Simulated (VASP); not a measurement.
Input of a VASP 6.6.1 run:

The input INCAR:

```
SYSTEM = Ag
  PREC = Accurate
  ENCUT = 520
  EDIFF = 1E-7
  ISMEAR = -5
  SIGMA = 0.1
  LREAL = .FALSE.
  LASPH = .TRUE.
  NELM = 60
  ALGO = Normal
  ISIF = 2
  LWAVE = .FALSE.
  LCHARG = .FALSE.
  LMAXMIX = 4
  METAGGA = R2SCAN
  LMIXTAU = .TRUE.
  LORBIT = 11
  NBANDS = 12
  NEDOS = 1001
```

The input KPOINTS:

```
regular mesh
0
G
  18 18 18
  0 0 0
```

File POSCAR:

```
Ag                                      
1.0
    0.0000000000      2.0528211044      2.0528211044
    2.0528211044     -0.0000000000      2.0528211044
    2.0528211044      2.0528211044      0.0000000000
  Ag            
     1
Direct
     0.0000000000000000    0.0000000000000000    0.0000000000000000
```

Potentials or basis: VASP PAW PBE potentials, release 64 (Ag).

Command:

```sh
$ cat potpaw_PBE.64/Ag/POTCAR > POTCAR
$ mpirun -np 1 vasp_std > vasp.out
```

Q: Predict the band gap on the k mesh.

A: None (metal or under the smearing width).

Q: What does it give for the pressure?

A: 0.0 GPa.

States per cell in windows of 1 eV (zero at the Fermi level; states under -8 eV left out):
| from (eV) | total | Ag1_d | Ag1_s | Ag1_p |
| --- | --- | --- | --- | --- |
| -8.0 | 0.06 | 0.00 | 0.03 | 0.00 |
| -7.0 | 1.79 | 1.31 | 0.17 | 0.03 |
| -6.0 | 2.66 | 2.27 | 0.05 | 0.06 |
| -5.0 | 3.28 | 2.94 | 0.04 | 0.06 |
| -4.0 | 2.58 | 2.44 | 0.02 | 0.02 |
| -3.0 | 0.20 | 0.10 | 0.03 | 0.02 |
| -2.0 | 0.22 | 0.08 | 0.04 | 0.04 |
| -1.0 | 0.24 | 0.07 | 0.04 | 0.06 |
| 0.0 | 0.26 | 0.06 | 0.04 | 0.07 |
| 1.0 | 0.26 | 0.05 | 0.04 | 0.08 |
| 2.0 | 0.22 | 0.04 | 0.03 | 0.08 |
| 3.0 | 0.21 | 0.04 | 0.04 | 0.06 |
| 4.0 | 0.30 | 0.06 | 0.09 | 0.06 |
| 5.0 | 0.31 | 0.06 | 0.07 | 0.08 |
| 6.0 | 0.29 | 0.05 | 0.07 | 0.07 |
| 7.0 | 0.38 | 0.07 | 0.10 | 0.08 |

Caveat: the PAW data sets were made with another functional, which shifts forces and pressure a little; tetrahedron occupations give inexact forces and stress in metals.
